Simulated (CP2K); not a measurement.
Runs of CP2K 2026.2 on TiAl3. The structure is tetragonal, space group I4/mmm (No. 139). Conventional cell: a = 3.822 Å, b = 3.822 Å, c = 8.561 Å, α = 90.00°, β = 90.00°, γ = 90.00°. Ti (site symmetry 4/mmm) has 12 Al at 2.70 to 2.87 Å as nearest neighbours. Around Al (site symmetry -4m2) lie 8 Al at 2.70 to 2.87 Å and 4 Ti at 2.87 Å. Al (site symmetry 4/mmm) is surrounded by 4 Ti at 2.70 Å and 8 Al at 2.87 Å. The cell comes from a database or a generator and needn't be the stable form of this composition.

```tsv
level	potentials or basis	NGRIDS	points a segment of the path (NPOINTS)	bands added on the path	gap on the mesh (eV)	pressure (GPa)
RPBE	POTENTIAL_UZH Ti GTH-PBE-q12, Al GTH-PBE-q3; TZVP-MOLOPT-PBE-GTH basis	5	8	4	none	(a)
PBEsol	POTENTIAL_UZH Ti GTH-PBE-q12, Al GTH-PBE-q3; TZVP-MOLOPT-PBE-GTH basis	4	6	4	none	0.9
revPBE	POTENTIAL_UZH Ti GTH-PBE-q12, Al GTH-PBE-q3; TZVP-MOLOPT-PBE-GTH basis	5	8	4	none	2.6
LDA	GTH_POTENTIALS Ti GTH-PADE-q12, Al GTH-PADE-q3; TZVP-MOLOPT-PBE-GTH basis	5	6	2	none	-4.1
```

Alike in all rows: task band structure; no spin polarisation; cell as given; k mesh 7 × 7 × 7; smearing fermi-dirac 0.05 eV.

Problem. Fill in the values left out.

Solution. (a) 2.8.

Caveats: the basis of atomic orbitals isn't converged, which shifts pressures, moduli and gaps; the potentials were made for another functional, which shifts forces and pressure (some runs).

A gap of «none» marks a metal or a gap under the smearing width.

Runs at the PBE level aren't shown here.
